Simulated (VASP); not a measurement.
Write the native input for VASP 6.6.1 that does the following.

```yaml
Task: single point
Functional: PBE
Potentials_or_basis: VASP PAW PBE potentials, release 64 (Al, H)
Cutoff: 520 eV
k_mesh: 2 × 2 × 2
Occupations: fermi-dirac, width 0.15 eV
Spin: no spin polarisation
Dipole_correction: no
Further_INCAR_settings: LREAL = Auto; ALGO = Fast; EDIFF = 1e-06; NBANDS = 70
```

The structure of Al32H (a cell with a defect) lies in POSCAR:

```
Al32H
1.0
    8.1000000000      0.0000000000      0.0000000000
    0.0000000000      8.1000000000      0.0000000000
    0.0000000000      0.0000000000      8.1000000000
Al H
32 1
Direct
    0.5051975309     -0.0499012346     -0.0051358025
    0.7488148148      0.2737901235     -0.0194444444
    0.7307777778     -0.0231234568      0.2236543210
    0.0023456790      0.0257654321      0.0270987654
    0.2537777778      0.2641481481      0.0409753086
    0.5356419753      0.5108148148      0.0181604938
    0.7632345679      0.7769876543     -0.0166419753
    0.2495432099     -0.0312098765      0.2672098765
    0.5252962963      0.2252962963      0.2390493827
    0.7688148148      0.5187160494      0.2460493827
    0.4950000000      0.0191358025      0.5185925926
    0.7776543210      0.2094567901      0.5360987654
    0.7790617284     -0.0203827160      0.7647407407
   -0.0377530864      0.5123703704     -0.0370493827
    0.2430370370      0.7522962963      0.0425925926
   -0.0323703704      0.2639506173      0.2694074074
    0.2021975309      0.4880493827      0.2169135802
    0.4836296296      0.7572592593      0.2909629630
   -0.0300987654     -0.0137530864      0.4464938272
    0.2281851852      0.2788888889      0.5043703704
    0.4760246914      0.4852469136      0.4920740741
    0.7804444444      0.7372222222      0.5124444444
    0.2674320988     -0.0018765432      0.7638888889
    0.4732716049      0.3131975309      0.7219382716
    0.7756172840      0.5133086420      0.7501975309
   -0.0084938272      0.7465925926      0.2256296296
    0.0199506173      0.5521728395      0.4666172840
    0.2571975309      0.7735061728      0.5061358025
    0.0186296296      0.2412592593      0.7499876543
    0.2221358025      0.5122098765      0.8270617284
    0.5284444444      0.7248765432      0.7360617284
    0.0231851852      0.7303950617      0.7290246914
    0.5399135802      0.1460123457      0.8803827160
```

The cell was built by a generator and needn't be a form met in nature.

These files were run (other wordings do the same):

INCAR

```
SYSTEM = Al32H
PREC     = Accurate       ! precision mode
ENCUT    = 520            ! plane-wave cutoff, eV
EDIFF    = 1E-6           ! SCF threshold, eV
ISMEAR   = -1             ! smearing method
SIGMA    = 0.15           ! smearing width, eV
LREAL    = Auto         
LASPH    = .True.         ! aspherical terms in the spheres
NELM     = 100            ! most SCF steps
ALGO     = Fast           ! electronic algorithm
ISIF     = 2              ! what is computed and relaxed
LWAVE    = .False.        ! write WAVECAR
LCHARG   = .False.        ! write CHGCAR
GGA      = PE             ! functional
NBANDS   = 70             ! bands
```

KPOINTS

```
regular mesh
0
Gamma
  2 2 2
  0 0 0
```

Potentials or basis: VASP PAW PBE potentials, release 64 (Al, H).

Command:

```sh
$ cat potpaw_PBE.64/Al/POTCAR potpaw_PBE.64/H/POTCAR > POTCAR
$ mpirun -np 1 vasp_std > vasp.out
```

Results of the run:

```json
{"Pressure": "6.8 GPa", "Largest force": "3.157 eV/Å", "Band gap on the k mesh": "none (metal or under the smearing width)"}
```

Caveat: the k mesh is coarse (spacing up to 0.39 Å⁻¹), so the values aren't converged.

Wall time 5.9 min on 1 thread of Intel(R) Xeon(R) Platinum 8259CL CPU @ 2.50GHz (Skylake/Cascade Lake), with other jobs on the host, peak memory 0.56 GiB.
